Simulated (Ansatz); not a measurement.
# BaTe: a single-point run

Aim: a sound single-point run of BaTe. The structure is shown as the input types it. The cell is built on a prototype (CsCl type) and needn't be the phase found in nature.

Computed with Ansatz 0.2.0 (density functional or hybrid calculation with the settings of its input, plane waves (as first typed), unless a step's input says otherwise).

2 further runs of the same task are left out: 2 that didn't finish.

## (1) The starting structure

Symmetry: Pm-3m, No. 221, cubic system. Conventional cell: a = 4.245 Å, b = 4.245 Å, c = 4.245 Å, α = 90.00°, β = 90.00°, γ = 90.00°. Ba (site symmetry m-3m) is surrounded by 8 Te at 3.68 Å. Te (site symmetry m-3m) is surrounded by 8 Ba at 3.68 Å.

As a file:

```
CELL_PARAMETERS angstrom
4.24482 0.00000 0.00000
0.00000 4.24482 0.00000
0.00000 0.00000 4.24482
ATOMIC_POSITIONS crystal
Ba 0.00000 0.00000 0.00000
Te 0.50000 0.50000 0.50000
```

## (2) The run

Contents of input.yaml:

```yaml
crystal:
  lattice:
    - [4.2448181598, 0.0, 0.0]
    - [0.0, 4.2448181598, 0.0]
    - [0.0, 0.0, 4.2448181598]
  atoms:
    - { symbol: Ba, position: [0.0, 0.0, 0.0] }
    - { symbol: Te, position: [0.5, 0.5, 0.5] }
kpoints:
  mp_grid: { grid: [4, 4, 4] }
hamiltonian:
  xc: r2scan
scf:
  occupations: { method: fixed }
  n_extra_bands: 4
  max_iter: 90
output:
  forces: true
  stress: true
  eigenvalues: true
basis:
  ecutwfc: 120
```

The run is started by

```console
> ansatz run input.yaml --threads 4 --pin off --max-ram 3686MiB --backend cpu --events-out ev --progress --plain --runs-dir out
```

Q: Will this input give a usable result? If not, why, and what should change?

This run ends as converged, with warnings (cutoff below recommended). It gives a pressure of -25 GPa, which is large.

The suspect setting: basis.ecutwfc is 120. The basis cutoff is far too low: the plane waves can't represent the orbitals near the cores. The potentials' recommended cutoff is 500 eV.

The test: delete basis.ecutwfc (the default then holds).
